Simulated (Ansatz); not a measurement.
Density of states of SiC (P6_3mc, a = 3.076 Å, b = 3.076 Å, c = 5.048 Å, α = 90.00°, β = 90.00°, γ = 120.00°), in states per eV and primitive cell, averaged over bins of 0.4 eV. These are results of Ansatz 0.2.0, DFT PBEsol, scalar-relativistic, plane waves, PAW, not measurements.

Settings: cutoff 420 eV, Γ-centred mesh 12×12×6 on the computed 4-atom cell, Gaussian smearing of 0.02 eV; no spin polarisation.

The cell is relaxed at this level. The states (both spins) are summed by tetrahedra on a 18×18×9 mesh at the self-consistent density. Energies are bin centres; the table starts no lower than −8 eV and ends at 6 eV, or lower where the solved bands end.

The gap is 2.12 eV at this level, with the zero inside it.

```
E − E_F (eV) total C 2p Si 3p Si 3s C 2s
       -7.85   0.89  0.43   0.17   0.17  0.11
       -7.45   1.01  0.50   0.22   0.16  0.12
       -7.05   1.24  0.62   0.35   0.13  0.13
       -6.65   1.09  0.57   0.31   0.11  0.09
       -6.25   1.35  0.73   0.38   0.12  0.11
       -5.85   1.21  0.67   0.36   0.09  0.08
       -5.45   1.37  0.79   0.41   0.09  0.07
       -5.05   1.48  0.87   0.43   0.09  0.08
       -4.65   1.66  1.01   0.48   0.08  0.07
       -4.25   1.98  1.24   0.58   0.08  0.06
       -3.85   2.04  1.33   0.57   0.07  0.05
       -3.45   2.20  1.49   0.58   0.06  0.05
       -3.05   2.67  1.89   0.66   0.05  0.04
       -2.65   2.30  1.71   0.51   0.03  0.02
       -2.25   1.47  1.14   0.27   0.01  0.01
       -1.85   0.92  0.76   0.13   0.00  0.01
       -1.45   0.54  0.47   0.05   0.00  0.00
       -1.05   0.08  0.07   0.00   0.00  0.00
       -0.65   0.00  0.00   0.00   0.00  0.00
       -0.25   0.00  0.00   0.00   0.00  0.00
        0.15   0.00  0.00   0.00   0.00  0.00
        0.55   0.00  0.00   0.00   0.00  0.00
        0.95   0.00  0.00   0.00   0.00  0.00
        1.35   0.06  0.01   0.03   0.00  0.00
        1.75   0.27  0.04   0.12   0.03  0.03
        2.15   0.91  0.11   0.39   0.09  0.15
        2.55   1.31  0.20   0.56   0.10  0.19
        2.95   1.36  0.21   0.58   0.11  0.19
        3.35   1.29  0.19   0.56   0.11  0.18
        3.75   1.43  0.21   0.62   0.14  0.19
        4.15   1.42  0.21   0.60   0.17  0.18
        4.55   1.20  0.20   0.46   0.17  0.10
        4.95   1.58  0.26   0.60   0.24  0.12
        5.35   1.71  0.30   0.59   0.25  0.12
        5.75   2.49  0.37   0.97   0.34  0.24
```

The columns after the total are the Löwdin projections on the occupied valence shells of the potentials. The rest of the total lies in shells that are empty in the free atom, which aren't projected, and between the atoms.

Cost: 1 run of about 1 core-minutes, on Arm Neoverse V1 (shared hosts).